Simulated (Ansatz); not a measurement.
## Sr: pressure against volume

Sr, Fm-3m, a = 5.916 Å. Ansatz: PBEsol, PAW, 420 eV, Γ-centred 12×12×12 mesh on 1 atom, Gaussian smearing 0.10 eV; no spin polarisation. Symmetry fixes shape and atoms, so the cell is only scaled; pressure is positive in compression.

```
V (Å³/atom) P (GPa)
     45.548        ?
     47.101     1.44
     48.654     0.90
     50.207     0.43
     51.759     0.02
     53.312    -0.33
     54.865    -0.63
     56.935    -0.98
```

Take V0 = 51.759 Å³/atom, count pressures from its P0 = 0.02 GPa, fit the third-order Birch–Murnaghan form to the other rows, and predict the missing pressure.

With the Eulerian strain f = ½[(V0/V)^(2/3) − 1] and y = (P − P0)/[3f(1 + 2f)^(5/2)], the form is the line y = B0 + 1.5 B0 (B0′ − 4) f. Rows (f, y): 0.03244, 12.47; 0.02105, 12.57; 0.01025, 12.67; -0.00976, 12.56; -0.01905, 12.53; -0.03078, 12.69. Means f = 0.0006917, y = 12.582; Σ(Δf)² = 0.003003, ΣΔfΔy = -0.005101; the slope is their ratio. y = 12.58 − 1.699 f GPa, so B0 = 12.6 GPa and B0′ = 4 + 2 × (-1.699)/(3 × 12.58) = 3.91. At V = 45.548, f = 0.04448, y = 12.504 and P = 2.08 GPa. The run gave 2.06 GPa, so the fit is 0.02 GPa too high, a small miss on the scale of the series.